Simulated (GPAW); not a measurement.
Runs of GPAW 26.7.0 on MnS. The structure is cubic, space group Fm-3m (No. 225). Conventional cell: a = 5.209 Å, b = 5.209 Å, c = 5.209 Å, α = 90.00°, β = 90.00°, γ = 90.00°. Mn (site symmetry m-3m) is surrounded by 6 S at 2.60 Å. S (site symmetry m-3m) has 6 Mn at 2.60 Å as nearest neighbours. 

```tsv
task	level	potentials or basis	cell	smearing	eigensolver	optimizer	fmax	max steps	convergence	gap on the mesh (eV)	pressure (GPa)	moment (μB)	relaxed volume (Å³/atom)
relaxation of cell and atoms	BLYP	PAW data sets generated in the run's folder for this functional, pw	relaxed	fermi-dirac 0.05 eV	davidson	BFGS	0.02 eV/Å	40	density=1e-05 forces=0.0001	none	0.0	4.68	(a)
relaxation of cell and atoms	revPBE	the program's PAW data sets (release 1.2.1) made for this functional, pw	relaxed	fermi-dirac 0.05 eV	-	BFGS	0.01 eV/Å	40	density=1e-05 forces=0.0001	none	0.0	4.72	17.57
relaxation of cell and atoms	RPBE	the program's PAW data sets (release 1.2.1) made for this functional, pw	relaxed to 5 GPa	fermi-dirac 0.05 eV	-	BFGS	0.05 eV/Å	100	density=1e-05 forces=0.0001	none	4.9	4.55	-
band structure	BLYP	PAW data sets generated in the run's folder for this functional, pw	as given	fermi-dirac 0.05 eV	davidson	-	-	-	-	-	1.2	(b)	-
single point	PBE	GPAW PAW data sets (gpaw-data 1.2.1), pw	as given	gaussian 0.012 eV	-	-	-	-	-	none	-2.7	4.72	-
```

Alike in all rows: spin collinear, ferromagnetic start; k mesh 9 × 9 × 9; cutoff (eV) 600.

Question: Estimate the missing entries.

Answer: (a) 18.08; (b) 4.62.

Caveats: a cell with one magnetic atom can't hold antiferromagnetic order, which such compounds often take; semilocal functionals often make such compounds metallic where correlation or magnetic order opens a gap, which also shifts bond lengths; each step starts from the last one's moments, so a moment once lost doesn't come back (some runs); later steps reuse the first step's grids (some runs).

A gap of «none» marks a metal or a gap under the smearing width.
